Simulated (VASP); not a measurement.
# Ge (Fd-3m) in VASP: settings compared, part 2 of 3

VASP 6.6.1. Earlier steps stand in the parts before.

## Step 3: Phonons, PBE

This run uses another cell than the first one, of 23.90 Å³/atom, 1.047 times its volume.

File POSCAR:

```
Ge
1.0
   -0.0000000000      2.8805013358      2.8805013358
    2.8805013358      0.0000000000      2.8805013358
    2.8805013358      2.8805013358      0.0000000000
  Ge
     2
Direct
     1.0000000000000000    1.0000000000000000    1.0000000000000000
     0.2500000000000000    0.2500000000000000    0.2500000000000000
```

File INCAR.step1:

```
PREC = Accurate ; ENCUT = 600
EDIFF = 1E-8 ; ISMEAR = 0
SIGMA = 0.03 ; LREAL = F
LASPH = T ; NELM = 80
ALGO = Normal ; ISIF = 3
LWAVE = F ; LCHARG = F
GGA = PE ; IBRION = 2
NSW = 40 ; EDIFFG = -0.002
```

File INCAR.step2:

```
PREC = Accurate ; ENCUT = 600
EDIFF = 1E-8 ; ISMEAR = 0
SIGMA = 0.03 ; LREAL = F
LASPH = T ; NELM = 80
ALGO = Normal ; ISIF = 2
LWAVE = F ; LCHARG = F
GGA = PE ; IBRION = 6
NFREE = 2 ; POTIM = 0.015
NSW = 1
```

File KPOINTS:

```
Automatic mesh
0
Gamma
  10 10 10
```

Potentials or basis: VASP PAW PBE potentials, release 64 (Ge_d).

On the command line:

```bash
$ cat potpaw_PBE.64/Ge_d/POTCAR > POTCAR
$ cp INCAR.step1 INCAR
$ mpirun -np 1 vasp_std > vasp.out
$ cp CONTCAR POSCAR
$ cp INCAR.step2 INCAR
$ mpirun -np 1 vasp_std > vasp.out
```

OUTCAR:

```text
PREC = Accurate
   ENCUT = 600
   EDIFF = 1E-8
   ISMEAR = 0
   LREAL = F
   LASPH = T
   NELM = 80
   ISIF = 2
   GGA = PE
   IBRION = 6
   NFREE = 2
   POTIM = 0.015
   NSW = 1

 ion  position               nearest neighbor table
   1  0.000  0.000  0.000-   2 2.49   2 2.49   2 2.49   2 2.49
   2  0.250  0.250  0.250-   1 2.49   1 2.49   1 2.49   1 2.49

  LATTYP: Found a face centered cubic cell.
 ALAT       =     5.7602128958

  Lattice vectors:

 A1 = (   0.0000000000,   2.8801064479,   2.8801064479)
 A2 = (   2.8801064479,   0.0000000000,   2.8801064479)
 A3 = (   2.8801064479,   2.8801064479,   0.0000000000)

Analysis of symmetry for initial positions (statically):
=====================================================================
 Subroutine PRICEL returns:
 Original cell was already a primitive cell.

 Routine SETGRP: Setting up the symmetry group for a
 face centered cubic supercell.

 Subroutine GETGRP returns: Found 48 space group operations
 (whereof 24 operations were pure point group operations)
 out of a pool of 48 trial point group operations.

The static configuration has the point symmetry T_d .
 The point group associated with its full space group is O_h .

Analysis of symmetry for dynamics (positions and initial velocities):
=====================================================================
 Subroutine PRICEL returns:
 Original cell was already a primitive cell.

 Routine SETGRP: Setting up the symmetry group for a
 face centered cubic supercell.

 Subroutine GETGRP returns: Found 48 space group operations
 (whereof 24 operations were pure point group operations)
 out of a pool of 48 trial point group operations.

The dynamic configuration has the point symmetry T_d .
 The point group associated with its full space group is O_h .

 Subroutine INISYM returns: Found 48 space group operations
 (whereof 24 operations are pure point group operations),
 and found     1 'primitive' translations

----------------------------------------------------------------------------------------

                                     Primitive cell

  volume of cell :      47.7810

  direct lattice vectors                    reciprocal lattice vectors
     0.000000000  2.880106448  2.880106448    -0.173604694  0.173604694  0.173604694
     2.880106448  0.000000000  2.880106448     0.173604694 -0.173604694  0.173604694
     2.880106448  2.880106448  0.000000000     0.173604694  0.173604694 -0.173604694

  length of vectors
     4.073085600  4.073085600  4.073085600     0.300692151  0.300692151  0.300692151

  position of ions in fractional coordinates (direct lattice)
     0.000000000  0.000000000  0.000000000
     0.250000000  0.250000000  0.250000000

  ion indices of the primitive-cell ions
   primitive index   ion index
                 1           1
                 2           2

[... 96 lines left out ...]
   GGA     = PE    functional components
   LHFCALC =     F    Hartree Fock is set to
   AEXX    =    0.0000 exact exchange contribution
   IVDW    =     0    specifies the selected vdW correction
   LEPSILON=     F    determine dielectric tensor
   LRPA    =     F    only Hartree local field effects (RPA)
 finite differences with symmetry
 non-spin polarized calculation
 Gauss-broadening in eV      SIGMA  =   0.03
  energy-cutoff  :      600.00
  volume of cell :       47.78
 maximum number of plane-waves:      1639
 NGX is ok and might be reduce to    36
   NGX = 17   NGY = 17   NGZ = 17

--------------------------------------- Ionic step        1  -------------------------------------------

 number of electron      28.0000001 magnetization

 Free energy of the ion-electron system (eV)
  ---------------------------------------------------
  ext. energy  EPLUGINS =         0.00000000
  ---------------------------------------------------
  free energy    TOTEN  =        -9.03384300 eV

  energy without entropy =       -9.03375919  energy(sigma->0) =       -9.03380110

------------------------ aborting loop because EDIFF is reached ----------------------------------------

  FORCE on cell =-STRESS in cart. coord.  units (eV):
  Direction    XX          YY          ZZ          XY          YZ          ZX
  --------------------------------------------------------------------------------------
  -------------------------------------------------------------------------------------
  Total        0.0014237      0.0014237      0.0014237      0.0000000      0.0000000      0.0000000
  in kB        0.0477385      0.0477385      0.0477385      0.0000000      0.0000000      0.0000000
  external PRESSURE =       0.0477385 kB  Pullay stress =       0.0000000 kB
[... 59 lines left out ...]
--------------------------------------- Ionic step        3  -------------------------------------------

 number of electron      28.0000001 magnetization

 Free energy of the ion-electron system (eV)
  ---------------------------------------------------
  ext. energy  EPLUGINS =         0.00000000
  ---------------------------------------------------
  free energy    TOTEN  =        -9.03278197 eV

  energy without entropy =       -9.03273454  energy(sigma->0) =       -9.03275825

 E-fermi :   4.4753     XC(G=0):  -9.6715

 val. band max:        4.4155525706   @ k =   0.0000   0.0000   0.0000
 cond. band min:       4.4833215228   @ k =   0.0000   0.0000   0.0000
 fundamental gap:      0.0677689522
 Fermi energy:         4.4752675902

 k-point     1 :       0.0000    0.0000    0.0000
  band No.  band energies     occupation
      1     -20.2664      2.00000
      2     -20.2638      2.00000
      3     -20.2611      2.00000
      4     -20.2316      2.00000
      5     -20.2316      2.00000
      6     -20.0503      2.00000
[... 481 lines left out ...]
      5     -20.1590      2.00000
      6     -20.1397      2.00000
[... 10 lines left out ...]
     17      10.8924      0.00000
     18      11.4382      0.00000

 [... further k-points ...]
[... 5 lines left out ...]
  --------------------------------------------------------------------------------------
  -------------------------------------------------------------------------------------
  Total        0.0023229      0.0067799      0.0067799      0.0000000     -0.1135888      0.0000000
  in kB        0.0778909      0.2273417      0.2273417      0.0000000     -3.8088206      0.0000000
  external PRESSURE =       0.1775248 kB  Pullay stress =       0.0000000 kB
[... 17 lines left out ...]
  FREE ENERGIE OF THE ION-ELECTRON SYSTEM (eV)
  ---------------------------------------------------
  free  energy   TOTEN  =        -9.0327819667 eV

  energy  without entropy=       -9.0327345413  energy(sigma->0) =       -9.03275825

 INTERNAL STRAIN TENSORS FROM DISPLACED ATOMS
 ============================================

 INTERNAL STRAIN TENSOR FOR ION    1 for displacements in x,y,z  (eV/Angst):
          X           Y           Z          XY          YZ          ZX
  --------------------------------------------------------------------------------
  x     0.00000    -0.00000    -0.00000     0.00000     7.57389     0.00000
  y     0.00000     0.00000     0.00000     0.00000     0.00000     7.57389
  z    -0.00000    -0.00000     0.00000     7.57389     0.00000     0.00000

 INTERNAL STRAIN TENSOR FOR ION    2 for displacements in x,y,z  (eV/Angst):
          X           Y           Z          XY          YZ          ZX
  --------------------------------------------------------------------------------
  x     0.00000     0.00000     0.00000     0.00000    -7.57389     0.00000
  y    -0.00000     0.00000    -0.00000     0.00000     0.00000    -7.57389
  z     0.00000     0.00000     0.00000    -7.57389     0.00000     0.00000

 Eigenvectors and eigenvalues of the dynamical matrix
 ----------------------------------------------------

   1 f  =    8.099122 THz    50.888282 2PiTHz  270.157619 cm-1    33.495261 meV
             X         Y         Z           dx          dy          dz
      0.000000  0.000000  0.000000     0.000000   -0.707107    0.000000
      1.440053  1.440053  1.440053     0.000000    0.707107    0.000000
[... 21 lines left out ...]
   6 f  =    0.000000 THz     0.000000 2PiTHz    0.000000 cm-1     0.000000 meV
             X         Y         Z           dx          dy          dz
      0.000000  0.000000  0.000000     0.000000    0.000000    0.707107
      1.440053  1.440053  1.440053     0.000000    0.000000    0.707107

 ELASTIC MODULI CONTR FROM IONIC RELAXATION (kBar)
 Direction    XX          YY          ZZ          XY          YZ          ZX
 --------------------------------------------------------------------------------
 XX          -0.0000     -0.0000     -0.0000      0.0000      0.0000     -0.0000
 YY          -0.0000     -0.0000     -0.0000      0.0000      0.0000      0.0000
 ZZ          -0.0000     -0.0000     -0.0000      0.0000      0.0000     -0.0000
 XY           0.0000      0.0000      0.0000   -197.4023      0.0000      0.0000
 YZ           0.0000      0.0000      0.0000      0.0000   -197.4023      0.0000
 ZX          -0.0000      0.0000     -0.0000      0.0000      0.0000   -197.4023
 --------------------------------------------------------------------------------
```

Wall time 2.9 min (1 thread of Intel Xeon 6975P-C (Granite Rapids), shared host); peak memory 0.37 GiB.

Results:

- Highest phonon frequency at Γ: 270 cm⁻¹

Phonon frequencies in cm⁻¹ (negative: imaginary):
| q point | frequencies |
| --- | --- |
| (0.000, 0.000, 0.000) | 0 0 0 270 270 270 |

(Continued in part 3 of 3.)
